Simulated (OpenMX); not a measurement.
The system is WS2, a slab with vacuum.

```xyz
3
Lattice="3.1835 0.0000 0.0000 -1.5918 2.7570 0.0000 0.0000 0.0000 16.9506" Properties=species:S:1:pos:R:3 pbc="T T T"
W    -0.0087    0.0026   -0.0399
S     0.0322    1.8182    1.5743
S     0.0073    1.8154   15.4044
```

The cell isn't the ideal one: atoms moved at random, drawn with an rms of 0.05 Å.

Base run:

| Item | Value |
| --- | --- |
| Program | OpenMX 3.8.5 |
| Functional | PBE |
| Potentials or basis | OpenMX 2013 PBE set, W7.0-s3p2d2f1, S7.0-s2p2d1f1, grid cutoff 400 Ry |
| k mesh | 15 × 15 × 3 |
| Occupations | fermi-dirac, width 0.05 eV |
| Spin | no spin polarisation |

Its results: band gap on the k mesh 1.67 eV, indirect (least direct gap 1.80 eV); largest force 2.004 eV/Å.

The run is repeated on the same cell with these changes: k mesh from 15 × 15 × 3 to 5 × 5 × 1. What comes out?

Band gap on the k mesh 2.07 eV, indirect (least direct gap 2.53 eV); largest force 2.003 eV/Å.

Caveats: some runs use coarse meshes; spin-orbit coupling is left out, which moves the levels of the heavy elements; the basis of atomic orbitals isn't converged, which shifts pressures, moduli and gaps.

A k mesh can miss the band edges.
